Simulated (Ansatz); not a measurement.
Input, command and steps of an Ansatz relaxation.

```yaml
crystal:
  lattice:
    - [4.5162705455, 0.0, 0.0]
    - [-2.2581352728, 3.9112050228, 0.0]
    - [0.0, 0.0, 6.4819511568]
  atoms:
    - { symbol: Si, position: [0.1639178121, 0.8360821879, 0.8333333333] }
    - { symbol: Si, position: [0.3278356243, 0.1639178121, 0.1666666667] }
    - { symbol: Si, position: [0.8360821879, 0.6721643757, 0.5] }
    - { symbol: Si, position: [0.8360821879, 0.1639178121, 0.8333333333] }
    - { symbol: Si, position: [0.6721643757, 0.8360821879, 0.1666666667] }
    - { symbol: Si, position: [0.1639178121, 0.3278356243, 0.5] }
    - { symbol: Mo, position: [0.5, 0.0, 0.5] }
    - { symbol: Mo, position: [0.0, 0.5, 0.1666666667] }
    - { symbol: Mo, position: [0.5, 0.5, 0.8333333333] }
basis:
  ecutwfc: 420
kpoints:
  mp_grid: { grid: [12, 12, 6] }
hamiltonian:
  xc: pbe
scf:
  occupations: { method: gaussian, width: 0.01 }
output:
  forces: true
  stress: true
  eigenvalues: true
relax:
  adjacent_minimum: "off"
  f_tol: 0.01
  max_steps: 30
  cell: { stress_tol: 0.1, fix: [volume] }
```

```bash
ansatz run input.yaml --threads 2 --pin off --max-ram 5120MiB --backend cpu --events-out ev --progress --plain --runs-dir out
```

All numbers below come from DFT PBE, scalar-relativistic, plane waves, PAW (Ansatz).

The volume is held at 0.94 times that of the relaxed cell.

Of 3 frames 3 are shown, positions in Å and forces in eV/Å; the SCF threshold varies from step to step. Steps run on the plane waves of an earlier cell, with a Pulay correction in the pressure. The basis is chosen afresh for the last frame, the zero of the energies, and at times for earlier ones too; energy and pressure step there, also at an unchanged geometry.

```xyz
9
Lattice="4.5163 0.0000 0.0000 -2.2581 3.9112 0.0000 0.0000 0.0000 6.4820" Properties=species:S:1:pos:R:3:forces:R:3 pbc="T T T" step=1 free_energy_over_end_meV_per_atom=0.04 pressure_GPa=14.69
Si   -1.1477    3.2701    5.4016   -0.0105    0.0060    0.0000
Si    1.1104    0.6411    1.0803   -0.0105   -0.0060    0.0000
Si    2.2581    2.6290    3.2410    0.0000    0.0121    0.0000
Si    3.4058    0.6411    5.4016    0.0105   -0.0060    0.0000
Si    1.1477    3.2701    1.0803    0.0105    0.0060    0.0000
Si    0.0000    1.2822    3.2410    0.0000   -0.0121    0.0000
Mo    2.2581    0.0000    3.2410    0.0000    0.0000    0.0000
Mo   -1.1291    1.9556    1.0803    0.0000    0.0000    0.0000
Mo    1.1291    1.9556    5.4016    0.0000    0.0000    0.0000
9
Lattice="4.5136 0.0000 0.0000 -2.2568 3.9089 0.0000 0.0000 0.0000 6.4896" Properties=species:S:1:pos:R:3:forces:R:3 pbc="T T T" step=2 free_energy_over_end_meV_per_atom=0.00 pressure_GPa=14.66
Si   -1.1474    3.2684    5.4080   -0.0006    0.0003    0.0000
Si    1.1094    0.6405    1.0816   -0.0006   -0.0003    0.0000
Si    2.2568    2.6279    3.2448    0.0000    0.0007    0.0000
Si    3.4042    0.6405    5.4080    0.0006   -0.0003    0.0000
Si    1.1474    3.2684    1.0816    0.0006    0.0003    0.0000
Si    0.0000    1.2810    3.2448    0.0000   -0.0007    0.0000
Mo    2.2568    0.0000    3.2448    0.0000    0.0000    0.0000
Mo   -1.1284    1.9545    1.0816    0.0000    0.0000    0.0000
Mo    1.1284    1.9545    5.4080    0.0000    0.0000    0.0000
9
Lattice="4.5136 0.0000 0.0000 -2.2568 3.9089 0.0000 0.0000 0.0000 6.4896" Properties=species:S:1:pos:R:3:forces:R:3 pbc="T T T" step=3 free_energy_over_end_meV_per_atom=0.00 pressure_GPa=14.66
Si   -1.1474    3.2684    5.4080   -0.0006    0.0003    0.0000
Si    1.1094    0.6405    1.0816   -0.0006   -0.0003    0.0000
Si    2.2568    2.6279    3.2448    0.0000    0.0007    0.0000
Si    3.4042    0.6405    5.4080    0.0006   -0.0003    0.0000
Si    1.1474    3.2684    1.0816    0.0006    0.0003    0.0000
Si    0.0000    1.2810    3.2448    0.0000   -0.0007    0.0000
Mo    2.2568    0.0000    3.2448    0.0000    0.0000    0.0000
Mo   -1.1284    1.9545    1.0816    0.0000    0.0000    0.0000
Mo    1.1284    1.9545    5.4080    0.0000    0.0000    0.0000
```

The run took 59 s on 2 threads of Arm Neoverse V2, with other jobs on the host, peak memory 0.56 GiB.